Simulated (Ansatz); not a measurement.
The calculation used DFT PBE, scalar-relativistic, plane waves, PAW (Ansatz). Settings: cutoff 420 eV, Γ-centred meshes spaced at most about 0.3 Å⁻¹, and about 0.25 Å⁻¹ or finer for metals (2π included), Gaussian smearing. No spin polarisation.

All energies are static (0 K, no zero-point motion).

Two forms of Zn₄S were relaxed alike.

A.

```yaml
crystal:
  lattice:
    - [5.36328, 0.00000, 0.00000]
    - [0.00000, 5.36328, 0.00000]
    - [0.00000, 0.00000, 3.39256]
  atoms:
    - { symbol: Zn, position: [0.73508, 0.73508, 0.00000] }
    - { symbol: Zn, position: [0.26492, 0.26492, 0.00000] }
    - { symbol: Zn, position: [0.26492, 0.73508, 0.00000] }
    - { symbol: Zn, position: [0.73508, 0.26492, 0.00000] }
    - { symbol: S, position: [0.00000, 0.00000, 0.50000] }
```

B.

```yaml
crystal:
  lattice:
    - [4.49500, 0.00000, 0.00000]
    - [0.00000, 4.49500, 0.00000]
    - [0.00000, 0.00000, 4.49500]
  atoms:
    - { symbol: Zn, position: [0.29688, 0.29688, 0.29688] }
    - { symbol: Zn, position: [0.70312, 0.70312, 0.29688] }
    - { symbol: Zn, position: [0.70312, 0.29688, 0.70312] }
    - { symbol: Zn, position: [0.29688, 0.70312, 0.70312] }
    - { symbol: S, position: [0.00000, 0.00000, 0.00000] }
```

Question: Which would you expect to be lower, and how large is the difference?

Answer: B is lower, by 63 meV/atom. A has space group P4/mmm (No. 123), 19.5 Å³/atom and no gap on its mesh; B has space group P-43m (No. 215), 18.2 Å³/atom and no gap. Counting Zn atoms around S (those within 1.25 times the shortest such distance or 1.15 times the sum of covalent radii), A has S 8 and B has S 4. The denser one is the lower, and pressure would at first widen the difference. Both come from invented guesses.

Cells relaxed within their symmetry can be saddle points.
